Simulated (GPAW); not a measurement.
PtSe2 (Sudovikovite):

```xyz
3
Lattice="3.7240 0.0000 0.0000 -1.8620 3.2251 0.0000 0.0000 0.0000 5.0620" Properties=species:S:1:pos:R:3 pbc="T T T"
Pt    0.0000    0.0000    0.0000
Se    1.8620    1.0750    3.7965
Se    0.0000    2.1501    1.2655
```

| Property | Result |
| --- | --- |
| Program | GPAW 26.7.0 |
| Task | relaxation of cell and atoms |
| Functional | PBEsol |
| Dispersion | D3(BJ)+ATM |
| Potentials or basis | PAW data sets generated in the run's folder for this functional |
| Cutoff | 600 eV |
| Basis | pw |
| k mesh | 7 × 7 × 5 |
| Occupations | fermi-dirac, width 0.05 eV |
| Spin | no spin polarisation |

At the start: pressure -0.8 GPa; volume 20.27 Å³/atom.

**Question.** How do energy, volume and symmetry change on relaxing?

**Answer.** Over 11 steps the energy falls by 25.9 meV/atom and the volume is 18.91 Å³/atom (-6.7 %); space group P-3m1 (No. 164, to 0.05 Å).

The path:
```
step  energy change (eV)  largest force (eV/Å)  pressure (GPa)  volume (Å³)
   1              0.0000                0.3883           -0.76        60.80
   2             -0.0049                0.3406           -0.97        60.71
   3             -0.0395                0.2035           -2.57        59.24
   4             -0.0453                0.2164           -2.13        58.77
   5             -0.0592                0.1053            0.68        56.95
   6             -0.0616                0.0322            0.93        56.96
   7             -0.0679                0.1068            1.26        56.93
   8             -0.0735                0.1504            1.06        56.83
   9             -0.0769                0.0854            0.45        56.70
  10             -0.0776                0.0236            0.10        56.72
  11             -0.0776                0.0012            0.00        56.73
```

Final structure:
```
Pt Se
1.0
     3.74091    0.00000    0.00000
    -1.87046    3.23972    0.00000
     0.00000    0.00000    4.68123
Pt Se
1 2
Direct
  0.00000 0.00000 0.00000
  0.66667 0.33333 0.72988
  0.33333 0.66667 0.27012
```

Caveat: later steps reuse the first step's grids; pairwise dispersion overbinds metals, which lowers pressure and volume.
